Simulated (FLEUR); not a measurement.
The system is MnO.

```
CELL_PARAMETERS angstrom
0.00000 2.22391 2.22391
2.22391 0.00000 2.22391
2.22391 2.22391 0.00000
ATOMIC_POSITIONS crystal
Mn 0.00000 0.00000 0.00000
O 0.50000 0.50000 0.50000
```

The cell is a database's computed one.

Base run:

| Quantity | Value |
| --- | --- |
| Program | FLEUR MaX-R8.1 (later development tree) |
| Functional | PBE |
| Potentials or basis | all-electron |
| Basis | FLAPW |
| Kmax | 4.43 1/bohr |
| k mesh | 10 × 10 × 10 |
| Occupations | fermi-dirac, width 0.05 eV |
| Spin | collinear spin, ferromagnetic start |
| Starting moments | [4.0, 0.0] μB |

Its results: net moment 4.79 μB per cell; site moments Mn +4.30; O +0.22 μB.

Q: The run is repeated on the same cell with these changes: functional from PBE to SCAN. What comes out?

A: Net moment 4.99 μB per cell; site moments Mn +4.50; O +0.23 μB.

Caveats: a cell with one magnetic atom can't hold antiferromagnetic order, which such compounds often take; the meta-GGA is that of a development version, with a GGA for the radial functions and cores and without core tails (some runs).
